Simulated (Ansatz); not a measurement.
Crystal: SnO2.

```
CELL_PARAMETERS angstrom
1.61709 0.93363 4.80059
-1.61709 0.93363 4.80059
0.00000 -1.86726 4.80059
ATOMIC_POSITIONS crystal
Sn 0.50000 0.50000 0.50000
O 0.76283 0.76283 0.76283
O 0.23717 0.23717 0.23717
```

Measurements of this composition are mostly on another form, of space group No. 136.

| Quantity | Value |
| --- | --- |
| Program | Ansatz 0.2.0 |
| Task | relaxation of cell and atoms |
| Functional | r2SCAN |
| Potentials or basis | Ansatz PAW |
| Cutoff | 500 eV (not typed: the program's choice for these potentials) |
| k mesh | 10 × 10 × 10 |
| Occupations | fermi-dirac, width 0.05 eV |
| Spin | no spin polarisation |

At the start: volume 14.50 Å³/atom.

Problem. How do energy, volume and symmetry change on relaxing?

Solution. It ends after 7 steps and the volume is 12.94 Å³/atom (-10.7 %); space group R-3m (No. 166, to 0.05 Å).

Step by step:
| step | energy change (eV) | largest force (eV/Å) | volume (Å³) |
| --- | --- | --- | --- |
| 1 | 0.0000 | 0.6312 | 43.49 |
| 2 | -0.0546 | 0.0239 | 41.15 |
| 3 | -0.0627 | 0.0762 | 39.92 |
| 4 | -0.0657 | 0.0430 | 38.03 |
| 5 | -0.0675 | 0.0022 | 38.74 |
| 6 | -0.0675 | 0.0006 | 38.82 |
| 7 | -0.0653 | 0.0009 | 38.82 |

Final structure:
```cif
data_structure
_symmetry_space_group_name_H-M 'P 1'
_symmetry_Int_Tables_number 1
_cell_length_a 4.7291
_cell_length_b 4.7291
_cell_length_c 4.7291
_cell_angle_alpha 39.675
_cell_angle_beta 39.675
_cell_angle_gamma 39.675
_cell_volume 38.82
loop_
_atom_site_label
_atom_site_type_symbol
_atom_site_fract_x
_atom_site_fract_y
_atom_site_fract_z
_atom_site_occupancy
Sn1 Sn 0.50000 0.50000 0.50000 1
O1 O 0.75869 0.75869 0.75869 1
O2 O 0.24131 0.24131 0.24131 1
```

Caveat: the plane-wave basis is chosen anew once the cell has moved, so the energies of steps on either side of that aren't comparable; the PAW data sets come from PBE, with cores solved anew for the run's functional, which leaves a small shift of forces and pressure.
